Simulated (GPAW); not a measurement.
# Sb (P-1) in GPAW: settings compared

The runs below take Sb through relaxation of cell and atoms, single point, with PBE+D3(BJ)+ATM, MS2.

Everything below comes from runs of GPAW 26.7.0. Logs are shortened: lines on timing, memory, paths and dates and some standing lists are left out, and cuts for length are marked. The log counts tension as positive stress, the text compression.

## Step 1: The cell of the first run

The typed cell holds 1 atom: a = 3.459 Å, b = 3.554 Å, c = 3.342 Å, α = 58.62°, β = 55.56°, γ = 54.87°.

This isn't the form of Sb at room conditions, which is rhombohedral.

## Step 2: Relaxation of cell and atoms, PBE+D3(BJ)+ATM, target pressure 5 GPa, at which the enthalpy is minimised (cell sheared at random, sigma 0.03, atoms nudged by 0.01 Å)

Input file run.py:

```python
from ase.calculators.mixing import SumCalculator
from ase.filters import FrechetCellFilter
from ase.io import read, write
from ase.optimize import BFGS
from ase.units import Bohr, GPa
from dftd3.ase import DFTD3
from gpaw import GPAW, PW
from gpaw.elf import elf_from_dft_calculation

atoms = read('Sb.xyz')

calc = GPAW(mode=PW(600),
            xc='PBE',
            kpts={'size': (9, 8, 9), 'gamma': True},
            occupations={'name': 'fermi-dirac', 'width': 0.05},
            nbands=15,
            convergence={'density': 1e-05, 'energy': 1e-05},
            maxiter=75,
            symmetry={'tolerance': 0.001},
            txt='gpaw.txt')
atoms.calc = SumCalculator([calc, DFTD3(damping='d3bj', params_tweaks=dict(method='pbe', atm=True))])
opt = BFGS(FrechetCellFilter(atoms, scalar_pressure=5 * GPa), trajectory='relax.traj', logfile='-')
done = opt.run(fmax=0.02, steps=60)
calc.write('gs.gpw')
write('result.traj', atoms)
print('Converged:', done)
print('Cell:', atoms.cell.cellpar().round(4))
print('Volume:', round(atoms.get_volume(), 4))
print(atoms.get_scaled_positions().round(5))

# fields on the real-space grid
write('density.cube', atoms, data=calc.get_pseudo_density() * Bohr**3)
write('potential.cube', atoms, data=calc.get_electrostatic_potential())
write('elf.cube', atoms, data=elf_from_dft_calculation(calc).data)
```

Input file Sb.xyz:

```xyz
1
Lattice="0.1733647600 2.3885337500 2.4958692300 2.4173055400 0.0646925500 2.6045414300 2.3204533900 2.4003538000 0.1615447000" Properties=species:S:1:pos:R:3 pbc="T T T"
Sb     0.0000000000      0.0000000000      0.0000000000
```

Potentials or basis: GPAW PAW data sets (gpaw-data 1.2.1), pw.

Run with:

```console
$ OMP_NUM_THREADS=1 python run.py
```

gpaw.txt:

```text
__  _  _
 | _ |_)|_||  |
 |__||  | ||/\| - 26.7.0

Input parameters:
  mode=PW(ecut=600.0),
  convergence={'density': 1e-05, 'energy': 1e-05},
  kpts=MonkhorstPack(size=(9, 8, 9), gamma=True),
  maxiter=75,
  nbands=15,
  occupations=Occupations(name='fermi-dirac', width=0.05),
  symmetry=Symmetry(tolerance=0.001),
  xc=XC(name='PBE')

Diagonalizing LCAO Hamiltonian
Converting LCAO to pw mode

       Sb

Atoms  # Å, Bohr magnetons
|   | symbol |        x |        y |        z |    initial magnetic moments |
|---|--------|----------|----------|----------|-----------------------------|
| 0 |     Sb | 0.000000 | 0.000000 | 0.000000 | ( 0.0000,  0.0000,  0.0000) |

Unit cell  # Å
| periodic |        x |        y |        z |  lengths |    angles |
|----------|----------|----------|----------|----------|-----------|
|      yes | 0.173365 | 2.388534 | 2.495869 | 3.458976 | 58.622520 |
|      yes | 2.417306 | 0.064693 | 2.604541 | 3.554038 | 55.558726 |
|      yes | 2.320453 | 2.400354 | 0.161545 | 3.342499 | 54.868886 |

Number of symmetries: 2
Symmetry operations  # r_c * U_cc + t_c -> r_c
|   | kind |            matrix            |
|---|------|------------------------------|
| 0 |  E   |  1, 0, 0,  0, 1, 0,  0, 0, 1 |
| 1 |  i   | -1, 0, 0,  0,-1, 0,  0, 0,-1 |

BZ-sampling:
  Number of BZ points: 648
  Number of IBZ points: 325

  Monkhorst-Pack size: [9, 8, 9]
  Monkhorst-Pack shift: [0.0, 0.0625, 0.0]

K-points  # in reciprocal-cell coordinates
|     |                                coordinates |     weight |
|-----|--------------------------------------------|------------|
|   0 | (  0.00000000,   0.00000000,   0.00000000) | 0.00154321 |
|   1 | (  0.00000000,   0.00000000,   0.11111111) | 0.00308642 |
|   2 | (  0.00000000,   0.00000000,   0.22222222) | 0.00308642 |
|   3 | (  0.00000000,   0.00000000,   0.33333333) | 0.00308642 |
|   4 | (  0.00000000,   0.00000000,   0.44444444) | 0.00308642 |
|   5 | (  0.00000000,   0.12500000,  -0.44444444) | 0.00308642 |
|   6 | (  0.00000000,   0.12500000,  -0.33333333) | 0.00308642 |
|   7 | (  0.00000000,   0.12500000,  -0.22222222) | 0.00308642 |
|   8 | (  0.00000000,   0.12500000,  -0.11111111) | 0.00308642 |
|   9 | (  0.00000000,   0.12500000,   0.00000000) | 0.00308642 |
| ... |                                            |            |
| 324 | (  0.44444444,   0.50000000,   0.44444444) | 0.00308642 |
[... 137 lines left out ...]
Stress tensor  # eV/Ang^3
|         x |         y |         z |
|-----------|-----------|-----------|
| -0.019135 |  0.004085 |  0.000547 |
|  0.004085 | -0.007152 |  0.001432 |
|  0.000547 |  0.001432 | -0.021760 |

Forces  # eV/Ang
|       x |       y |       z |
|---------|---------|---------|
| 0.00000 | 0.00000 | 0.00000 |  # Sb   0

Interpolating wave functions to new cell

       Sb

Atoms  # Å, Bohr magnetons
|   | symbol |         x |         y |        z |    initial magnetic moments |
|---|--------|-----------|-----------|----------|-----------------------------|
| 0 |     Sb | -0.000000 | -0.000000 | 0.000000 | ( 0.0000,  0.0000,  0.0000) |

Unit cell  # Å
| periodic |        x |        y |        z |  lengths |    angles |
|----------|----------|----------|----------|----------|-----------|
|      yes | 0.167495 | 2.349342 | 2.469009 | 3.412253 | 58.652811 |
|      yes | 2.389594 | 0.058640 | 2.577528 | 3.515288 | 55.782724 |
|      yes | 2.290616 | 2.358981 | 0.158323 | 3.291926 | 54.872363 |

Number of symmetries: 2
Symmetry operations  # r_c * U_cc + t_c -> r_c
|   | kind |            matrix            |
|---|------|------------------------------|
| 0 |  E   |  1, 0, 0,  0, 1, 0,  0, 0, 1 |
| 1 |  i   | -1, 0, 0,  0,-1, 0,  0, 0,-1 |

BZ-sampling:
  Number of BZ points: 648
  Number of IBZ points: 325

  Monkhorst-Pack size: [9, 8, 9]
  Monkhorst-Pack shift: [0.0, 0.0625, 0.0]

K-points  # in reciprocal-cell coordinates
|     |                                coordinates |     weight |
|-----|--------------------------------------------|------------|
|   0 | (  0.00000000,   0.00000000,   0.00000000) | 0.00154321 |
|   1 | (  0.00000000,   0.00000000,   0.11111111) | 0.00308642 |
|   2 | (  0.00000000,   0.00000000,   0.22222222) | 0.00308642 |
|   3 | (  0.00000000,   0.00000000,   0.33333333) | 0.00308642 |
|   4 | (  0.00000000,   0.00000000,   0.44444444) | 0.00308642 |
|   5 | (  0.00000000,   0.12500000,  -0.44444444) | 0.00308642 |
|   6 | (  0.00000000,   0.12500000,  -0.33333333) | 0.00308642 |
|   7 | (  0.00000000,   0.12500000,  -0.22222222) | 0.00308642 |
|   8 | (  0.00000000,   0.12500000,  -0.11111111) | 0.00308642 |
|   9 | (  0.00000000,   0.12500000,   0.00000000) | 0.00308642 |
| ... |                                            |            |
| 324 | (  0.44444444,   0.50000000,   0.44444444) | 0.00308642 |
[... 134 lines left out ...]
No gap
No difference between direct/indirect transitions

Stress tensor  # eV/Ang^3
|         x |         y |         z |
|-----------|-----------|-----------|
| -0.038898 |  0.005086 |  0.001565 |
|  0.005086 | -0.022886 |  0.003533 |
|  0.001565 |  0.003533 | -0.038654 |

Forces  # eV/Ang
|       x |       y |       z |
|---------|---------|---------|
| 0.00000 | 0.00000 | 0.00000 |  # Sb   0

Interpolating wave functions to new cell

       Sb

Atoms  # Å, Bohr magnetons
|   | symbol |         x |        y |        z |    initial magnetic moments |
|---|--------|-----------|----------|----------|-----------------------------|
| 0 |     Sb | -0.000000 | 0.000000 | 0.000000 | ( 0.0000,  0.0000,  0.0000) |

Unit cell  # Å
| periodic |        x |        y |        z |  lengths |    angles |
|----------|----------|----------|----------|----------|-----------|
|      yes | 0.154092 | 2.288941 | 2.437724 | 3.347461 | 58.790519 |
|      yes | 2.362812 | 0.040897 | 2.549187 | 3.476048 | 56.447056 |
|      yes | 2.258108 | 2.296201 | 0.148056 | 3.223897 | 55.013121 |

Number of symmetries: 2
Symmetry operations  # r_c * U_cc + t_c -> r_c
|   | kind |            matrix            |
|---|------|------------------------------|
| 0 |  E   |  1, 0, 0,  0, 1, 0,  0, 0, 1 |
| 1 |  i   | -1, 0, 0,  0,-1, 0,  0, 0,-1 |

BZ-sampling:
  Number of BZ points: 648
  Number of IBZ points: 325

  Monkhorst-Pack size: [9, 8, 9]
  Monkhorst-Pack shift: [0.0, 0.0625, 0.0]

K-points  # in reciprocal-cell coordinates
|     |                                coordinates |     weight |
|-----|--------------------------------------------|------------|
|   0 | (  0.00000000,   0.00000000,   0.00000000) | 0.00154321 |
|   1 | (  0.00000000,   0.00000000,   0.11111111) | 0.00308642 |
|   2 | (  0.00000000,   0.00000000,   0.22222222) | 0.00308642 |
|   3 | (  0.00000000,   0.00000000,   0.33333333) | 0.00308642 |
|   4 | (  0.00000000,   0.00000000,   0.44444444) | 0.00308642 |
|   5 | (  0.00000000,   0.12500000,  -0.44444444) | 0.00308642 |
|   6 | (  0.00000000,   0.12500000,  -0.33333333) | 0.00308642 |
|   7 | (  0.00000000,   0.12500000,  -0.22222222) | 0.00308642 |
|   8 | (  0.00000000,   0.12500000,  -0.11111111) | 0.00308642 |
|   9 | (  0.00000000,   0.12500000,   0.00000000) | 0.00308642 |
| ... |                                            |            |
| 324 | (  0.44444444,   0.50000000,   0.44444444) | 0.00308642 |
[... 134 lines left out ...]
No gap
No difference between direct/indirect transitions

Stress tensor  # eV/Ang^3
|         x |         y |         z |
|-----------|-----------|-----------|
| -0.064054 |  0.003485 |  0.005175 |
|  0.003485 | -0.044641 |  0.007056 |
|  0.005175 |  0.007056 | -0.061656 |

Forces  # eV/Ang
|       x |       y |       z |
|---------|---------|---------|
| 0.00000 | 0.00000 | 0.00000 |  # Sb   0

Interpolating wave functions to new cell

       Sb

Atoms  # Å, Bohr magnetons
|   | symbol |         x |        y |        z |    initial magnetic moments |
|---|--------|-----------|----------|----------|-----------------------------|
| 0 |     Sb | -0.000000 | 0.000000 | 0.000000 | ( 0.0000,  0.0000,  0.0000) |

Unit cell  # Å
| periodic |        x |        y |        z |  lengths |    angles |
|----------|----------|----------|----------|----------|-----------|
|      yes | 0.145913 | 2.266855 | 2.434306 | 3.329529 | 58.950459 |
|      yes | 2.363064 | 0.029245 | 2.548281 | 3.475437 | 56.972615 |
|      yes | 2.258601 | 2.276752 | 0.137432 | 3.209948 | 55.137629 |

Number of symmetries: 2
Symmetry operations  # r_c * U_cc + t_c -> r_c
|   | kind |            matrix            |
|---|------|------------------------------|
| 0 |  E   |  1, 0, 0,  0, 1, 0,  0, 0, 1 |
| 1 |  i   | -1, 0, 0,  0,-1, 0,  0, 0,-1 |

BZ-sampling:
  Number of BZ points: 648
  Number of IBZ points: 325

  Monkhorst-Pack size: [9, 8, 9]
  Monkhorst-Pack shift: [0.0, 0.0625, 0.0]

K-points  # in reciprocal-cell coordinates
|     |                                coordinates |     weight |
|-----|--------------------------------------------|------------|
|   0 | (  0.00000000,   0.00000000,   0.00000000) | 0.00154321 |
|   1 | (  0.00000000,   0.00000000,   0.11111111) | 0.00308642 |
|   2 | (  0.00000000,   0.00000000,   0.22222222) | 0.00308642 |
|   3 | (  0.00000000,   0.00000000,   0.33333333) | 0.00308642 |
|   4 | (  0.00000000,   0.00000000,   0.44444444) | 0.00308642 |
|   5 | (  0.00000000,   0.12500000,  -0.44444444) | 0.00308642 |
|   6 | (  0.00000000,   0.12500000,  -0.33333333) | 0.00308642 |
|   7 | (  0.00000000,   0.12500000,  -0.22222222) | 0.00308642 |
|   8 | (  0.00000000,   0.12500000,  -0.11111111) | 0.00308642 |
|   9 | (  0.00000000,   0.12500000,   0.00000000) | 0.00308642 |
| ... |                                            |            |
| 324 | (  0.44444444,   0.50000000,   0.44444444) | 0.00308642 |
[... 720 lines left out ...]
Stress tensor  # eV/Ang^3
|         x |         y |         z |
|-----------|-----------|-----------|
| -0.048063 | -0.018708 |  0.006943 |
| -0.018708 | -0.054154 | -0.018507 |
|  0.006943 | -0.018507 | -0.067906 |

Forces  # eV/Ang
|       x |       y |       z |
|---------|---------|---------|
| 0.00000 | 0.00000 | 0.00000 |  # Sb   0

Interpolating wave functions to new cell

       Sb

Atoms  # Å, Bohr magnetons
|   | symbol |         x |         y |        z |    initial magnetic moments |
|---|--------|-----------|-----------|----------|-----------------------------|
| 0 |     Sb | -0.000000 | -0.000000 | 0.000000 | ( 0.0000,  0.0000,  0.0000) |

Unit cell  # Å
| periodic |        x |         y |        z |  lengths |    angles |
|----------|----------|-----------|----------|----------|-----------|
|      yes | 0.058578 |  2.061602 | 2.563246 | 3.289964 | 59.869508 |
|      yes | 2.405187 | -0.050795 | 2.643232 | 3.574098 | 64.009172 |
|      yes | 2.373416 |  2.108369 | 0.035768 | 3.174839 | 54.600845 |

Number of symmetries: 2
Symmetry operations  # r_c * U_cc + t_c -> r_c
|   | kind |            matrix            |
|---|------|------------------------------|
| 0 |  E   |  1, 0, 0,  0, 1, 0,  0, 0, 1 |
| 1 |  i   | -1, 0, 0,  0,-1, 0,  0, 0,-1 |

BZ-sampling:
  Number of BZ points: 648
  Number of IBZ points: 325

  Monkhorst-Pack size: [9, 8, 9]
  Monkhorst-Pack shift: [0.0, 0.0625, 0.0]

K-points  # in reciprocal-cell coordinates
|     |                                coordinates |     weight |
|-----|--------------------------------------------|------------|
|   0 | (  0.00000000,   0.00000000,   0.00000000) | 0.00154321 |
|   1 | (  0.00000000,   0.00000000,   0.11111111) | 0.00308642 |
|   2 | (  0.00000000,   0.00000000,   0.22222222) | 0.00308642 |
|   3 | (  0.00000000,   0.00000000,   0.33333333) | 0.00308642 |
|   4 | (  0.00000000,   0.00000000,   0.44444444) | 0.00308642 |
|   5 | (  0.00000000,   0.12500000,  -0.44444444) | 0.00308642 |
|   6 | (  0.00000000,   0.12500000,  -0.33333333) | 0.00308642 |
|   7 | (  0.00000000,   0.12500000,  -0.22222222) | 0.00308642 |
|   8 | (  0.00000000,   0.12500000,  -0.11111111) | 0.00308642 |
|   9 | (  0.00000000,   0.12500000,   0.00000000) | 0.00308642 |
| ... |                                            |            |
| 324 | (  0.44444444,   0.50000000,   0.44444444) | 0.00308642 |
[... 2053 lines left out ...]
|------------|---------------|-----------|
|          0 |       -19.986 |     2.000 |
|          1 |       -19.968 |     2.000 |
|          2 |       -19.956 |     2.000 |
|          3 |       -19.883 |     2.000 |
|          4 |       -19.863 |     2.000 |
|          5 |        -4.275 |     2.000 |
|          6 |        15.369 |     0.000 |
|          7 |        15.520 |     0.000 |
|          8 |        15.953 |     0.000 |
|          9 |        20.500 |     0.000 |
|         10 |        21.124 |     0.000 |
|         11 |        21.165 |     0.000 |
|         12 |        21.305 |     0.000 |
|         13 |        21.469 |     0.000 |
|         14 |        21.917 |     0.000 |

No gap
No difference between direct/indirect transitions

Stress tensor  # eV/Ang^3
|         x |         y |         z |
|-----------|-----------|-----------|
| -0.051903 | -0.000372 | -0.000236 |
| -0.000372 | -0.051613 | -0.000030 |
| -0.000236 | -0.000030 | -0.051760 |

Forces  # eV/Ang
|       x |       y |       z |
|---------|---------|---------|
| 0.00000 | 0.00000 | 0.00000 |  # Sb   0

# Writing to gs.gpw (mode='')
```

Run time: 24 min. Hardware: 1 thread of Intel Xeon Platinum 8259CL at 2.50GHz (Skylake/Cascade Lake), shared host; peak memory 0.41 GiB.

Results:

```
Free energy                                            : -4.6748 eV
Relaxed volume                                         : 24.42 Å³/atom
Relaxed cell                                           : a = 3.140 Å, b = 3.547 Å, c = 3.129 Å, α = 56.88°, β = 72.73°, γ = 56.75°
Space group after relaxing (to 0.05 Å)                 : C2/m (No. 12)
Energy change on relaxing (the enthalpy is what falls) : -86.6 meV/atom
Ionic steps                                            : 18
Pressure after relaxing                                : 5.0 GPa
Band gap on the k mesh                                 : none (metal or under the smearing width)
Dispersion energy per atom                             : -0.545 eV
```

Step by step:
```tsv
step	energy change (eV)	largest force (eV/Å)	pressure (GPa)	volume (Å³)
1	0.0000	0.0000	-0.29	26.53
2	0.0040	0.0000	2.29	25.55
3	0.0250	0.0000	5.74	24.47
4	0.0231	0.0000	5.92	24.40
5	0.0125	0.0000	8.55	23.78
6	0.0551	0.0000	9.88	24.05
7	-0.0122	0.0000	5.86	24.86
8	-0.0309	0.0000	1.54	25.74
9	-0.0569	0.0000	3.82	25.04
10	-0.0511	0.0000	4.94	24.73
11	-0.0463	0.0000	7.72	23.83
12	-0.0047	0.0000	10.54	23.07
13	-0.0697	0.0000	6.50	24.04
14	-0.0787	0.0000	5.79	24.21
15	-0.0856	0.0000	5.04	24.39
16	-0.0869	0.0000	4.92	24.43
17	-0.0871	0.0000	4.90	24.43
18	-0.0866	0.0000	4.96	24.42
```

Final structure:
```
Sb
1.0
    -0.07465    1.79833    2.57334
     2.50519   -0.09099    2.50961
     2.54826    1.81555   -0.06100
Sb
1
Direct
  0.00000 0.00000 0.00000
```

Caveat: later steps reuse the first step's grids; pairwise dispersion overbinds metals, which lowers pressure and volume. The run has no spin-orbit coupling, so splittings on Sb are missing.

## Step 3: Single point, MS2 (cell sheared at random, sigma 0.03, atoms nudged by 0.01 Å)

Input file run.py:

```python
from ase.dft.bandgap import bandgap
from ase.io import read, write
from ase.units import GPa
from gpaw import GPAW, PW

atoms = read('POSCAR')

calc = GPAW(mode=PW(600),
            xc='MGGA_X_MS2+GGA_C_REGTPSS',
            kpts={'size': (10, 10, 10), 'gamma': True},
            occupations={'name': 'fermi-dirac', 'width': 0.05},
            nbands=15,
            convergence={'density': 1e-05, 'energy': 1e-05},
            maxiter=150,
            txt='gpaw.txt')
atoms.calc = calc
energy = atoms.get_potential_energy()
forces = atoms.get_forces()
stress = atoms.get_stress()
calc.write('gs.gpw')
write('result.traj', atoms)
print(f'Energy: {energy:.6f} eV')
print('Forces (eV/A):')
print(forces.round(4))
print('Stress (GPa):', (stress / GPa).round(3))
print('Fermi level:', round(calc.get_fermi_level(), 4), 'eV')
print(f'Gap: {bandgap(calc)[0]:.4f} eV, direct: {bandgap(calc, direct=True)[0]:.4f} eV')
```

Input file POSCAR:

```
Sb
1.0
    0.1733647600      2.3885337500      2.4958692300
    2.4173055400      0.0646925500      2.6045414300
    2.3204533900      2.4003538000      0.1615447000
Sb
1
Direct
    0.0000000000      0.0000000000      0.0000000000
```

Potentials or basis: GPAW PAW data sets (gpaw-data 1.2.1), pw.

Run with:

```console
$ OMP_NUM_THREADS=1 python run.py
```

It took 8.5 min on 1 thread of Intel Xeon Platinum 8375C at 2.90GHz (Ice Lake), shared host; peak memory 0.4 GiB.

Results (log left out):

* Free energy: 2.7255 eV
* Pressure: -1.5 GPa
* Band gap on the k mesh: none (metal or under the smearing width)

Stress tensor (GPa, compression positive):
```
-2.27 -0.79 -0.52
-0.79 -1.93 -0.52
-0.52 -0.52 -0.41
```

Levels at points of the mesh, in eV from the Fermi level:
| k point | band 6 | band 7 | band 8 | band 9 | band 10 | band 11 |
| --- | --- | --- | --- | --- | --- | --- |
| (0.00, 0.00, 0.00) | -13.11 | 4.17 | 5.44 | 6.72 | 8.80 | 10.18 |
| (0.00, 0.00, 0.50) | -8.63 | -5.95 | 2.32 | 4.06 | 6.83 | 9.16 |
| (0.00, 0.50, 0.00) | -9.40 | -6.10 | 3.60 | 4.60 | 8.41 | 9.16 |
| (0.00, 0.50, 0.50) | -6.82 | -4.82 | -0.27 | 0.23 | 3.67 | 4.32 |
| (0.50, 0.00, 0.00) | -8.47 | -5.92 | 2.52 | 3.71 | 7.22 | 8.80 |
| (0.50, 0.00, 0.50) | -7.48 | -5.09 | -0.90 | 1.89 | 3.26 | 5.80 |
| (0.50, 0.50, 0.00) | -7.89 | -5.45 | 0.59 | 1.39 | 4.56 | 5.32 |
| (0.50, 0.50, 0.50) | -9.93 | -6.13 | 4.21 | 5.16 | 9.32 | 9.47 |

Caveat: the PAW data sets were made with another functional, which shifts forces and pressure a little.
